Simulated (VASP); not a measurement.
## AlGa3N2: density of states with PBE

Crystal: AlGa3N2.

```xyz
6
Lattice="3.2201 0.0000 0.0000 -1.6101 2.7887 0.0000 0.0000 0.0000 9.3634" Properties=species:S:1:pos:R:3 pbc="T T T"
Al    1.6101    0.9296    2.3843
Ga    0.0000    1.8592    9.1531
Ga    0.0000    0.0000    4.9294
Ga    0.0000    1.8592    6.6512
N     1.6101    0.9296    0.4916
N     0.0000    0.0000    2.9550
```

The cell was built by a generator and needn't be a form met in nature.

```json
{"Program": "VASP 6.6.1", "Task": "density of states", "Functional": "PBE", "Potentials or basis": "VASP PAW PBE potentials, release 64 (Al, Ga_d, N)", "Cutoff": "520 eV", "k mesh": "12 × 12 × 4", "Occupations": "gaussian, width 0.1 eV", "Spin": "no spin polarisation", "k mesh for the DOS": "18 × 18 × 6", "Occupations for the DOS": "tetrahedron", "Further INCAR settings": "ALGO = Fast; EDIFF = 1e-07; NBANDS = 35"}
```

| Property | Result |
| --- | --- |
| Valence electrons inside the program's atomic spheres | Al 0.77; Ga 11.72, 11.70, 11.67; N 3.74, 3.76 |

Levels at points of the mesh, in eV from the Fermi level:
```csv
k point,band 22,band 23,band 24,band 25,band 26,band 27,band 28,band 29,band 30,band 31
"(0.00, 0.00, 0.00)",-3.60,-2.62,-2.57,-2.57,-0.88,2.46,3.40,6.27,6.27,6.68
"(0.50, 0.00, 0.00)",-4.58,-4.45,-4.29,-3.70,-2.55,-0.08,2.43,2.66,2.89,3.31
"(0.00, 0.00, 0.50)",-3.60,-3.60,-2.57,-2.57,0.82,1.22,3.58,6.20,6.20,6.37
"(0.50, 0.00, 0.50)",-5.13,-4.57,-4.40,-3.70,-2.16,0.50,1.85,2.06,2.71,4.43
```

States per cell in windows of 1 eV (zero at the Fermi level; states under -8 eV left out):
```tsv
from (eV)	total	N6_p	N5_p	Ga4_p	Ga3_p	Ga2_p	Ga2_s
-8.0	2.69	0.34	0.27	0.04	0.05	0.04	0.30
-7.0	1.57	0.28	0.12	0.02	0.05	0.03	0.06
-6.0	2.46	0.47	0.28	0.03	0.09	0.10	0.06
-5.0	3.73	0.81	0.71	0.05	0.08	0.20	0.04
-4.0	2.28	0.35	0.54	0.10	0.10	0.15	0.01
-3.0	2.21	0.17	0.37	0.24	0.17	0.15	0.02
-2.0	0.54	0.01	0.02	0.11	0.08	0.01	0.01
-1.0	0.49	0.01	0.01	0.09	0.08	0.00	0.01
0.0	1.49	0.09	0.07	0.14	0.12	0.05	0.06
1.0	1.54	0.08	0.06	0.17	0.12	0.06	0.07
2.0	2.23	0.07	0.10	0.19	0.20	0.10	0.11
3.0	2.10	0.09	0.11	0.15	0.16	0.10	0.06
4.0	2.17	0.11	0.12	0.18	0.15	0.11	0.09
5.0	2.53	0.13	0.14	0.24	0.16	0.14	0.15
6.0	2.88	0.16	0.17	0.21	0.19	0.19	0.12
7.0	2.31	0.10	0.09	0.14	0.21	0.26	0.03
```

Run time: 93 s on 4 MPI ranks on Intel(R) Xeon(R) 6975P-C (Granite Rapids), on a shared host, peak memory 0.55 GiB a rank.
